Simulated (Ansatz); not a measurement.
**Core-electron binding energies in LiBr**

Cell: a COD entry whose atoms were relaxed with PBE, the cell held, repeated to a supercell; a hole's nearest image is 7.8 Å away.

Space group Fm-3m (No. 225); a = 5.5013 Å.

```csv
site,Wyckoff,site symmetry,x,y,z
Li1,4a,m-3m,0.0000,0.0000,0.0000
Br9,4b,m-3m,0.5000,0.5000,0.5000
```

One atom of each set is listed; the run and its k-mesh use a cell of 16 atoms with edges of 7.78, 7.78, 7.78 Å.

Level of theory: DFT, PBE, plane waves and PAW, scalar-relativistic, 420 eV cutoff, Γ-centred 3×3×3 k-points, fixed occupations (Ansatz 0.2.0).

Each value is a total-energy difference between the cell with one core hole and the ground state (ΔSCF), counted from the top of the valence band. The valence electrons get no spin in the cell with the hole, so they can't polarise against the unpaired core electron; that puts absolute values high, by some tenths of an eV and in some cases by about 1 eV. The periodic images are corrected with the calculated ε∞ = 3.42.

Q: What binding energies does the calculation give for Br 3d?

A: 

| line | atom | first shell | E_B (eV) | j = l + ½ / j = l − ½ (eV) |
| --- | --- | --- | --- | --- |
| Br 3d | 9 | 6 Li at 2.75 Å | 67.3 | 66.9 / 67.9 |

For p, d and f shells E_B is the weighted mean of the two lines, whose splitting comes from the free atom's Dirac orbitals.

The program doubts some values: the cell is too small to check the potential alignment. Absolute PBE values can be off by an eV or more. Multiplets, satellites and widths aren't calculated.
